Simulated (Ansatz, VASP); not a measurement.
## CaO: VASP beside Ansatz

The input INCAR:

```
SYSTEM = CaO
PREC = Accurate
ENCUT = 520
EDIFF = 1E-6
ISMEAR = 0
SIGMA = 0.05
LREAL = .False.
LASPH = .True.
NELM = 100
ALGO = Normal
ISIF = 2
LWAVE = .False.
LCHARG = .True.
GGA = PE
LELF = .True.
LVHAR = .True.
NBANDS = 15
```

Contents of KPOINTS:

```
Automatic mesh
0
Gamma
  10 10 10
  0 0 0
```

The input POSCAR:

```
CaO
1.0
    0.0000000000      2.4490000000      2.4490000000
    2.4490000000      0.0000000000      2.4490000000
    2.4490000000      2.4490000000      0.0000000000
Ca O
1 1
Direct
    0.0000000000      0.0000000000      0.0000000000
    0.5000000000      0.5000000000      0.5000000000
```

Input for Ansatz:

```yaml
crystal:
  lattice:
    - [0.0, 2.449, 2.449]
    - [2.449, 0.0, 2.449]
    - [2.449, 2.449, 0.0]
  atoms:
    - { symbol: Ca, position: [0.0, 0.0, 0.0] }
    - { symbol: O, position: [0.5, 0.5, 0.5] }
basis:
  ecutwfc: 420
kpoints:
  mp_grid: { grid: [10, 10, 10] }
hamiltonian:
  xc: pbe
scf:
  occupations: { method: gaussian, width: 0.05 }
output:
  forces: true
  stress: true
  eigenvalues: true
```

Alike in both runs: task single point; functional PBE; k mesh 10 × 10 × 10; occupations gaussian, width 0.05 eV; no spin polarisation.

|  | VASP | Ansatz |
| --- | --- | --- |
| version | VASP 6.6.1 | Ansatz 0.2.0 |
| potentials or method | VASP PAW PBE potentials, release 64 (Ca_sv, O) | scalar-relativistic, plane waves, PAW |
| plane-wave cutoff (eV) | 520 | 420 |
| valence electrons in the cell | 16 | 16 |

```csv
,VASP,Ansatz,Ansatz less VASP
gap on the k mesh at the Fermi level (eV),3.64,3.66,+0.016
least direct gap on the mesh (eV),4.03,4.04,+0.017
pressure (GPa),-3.6,-4.0,-0.43
```

A k mesh can miss the band edges.
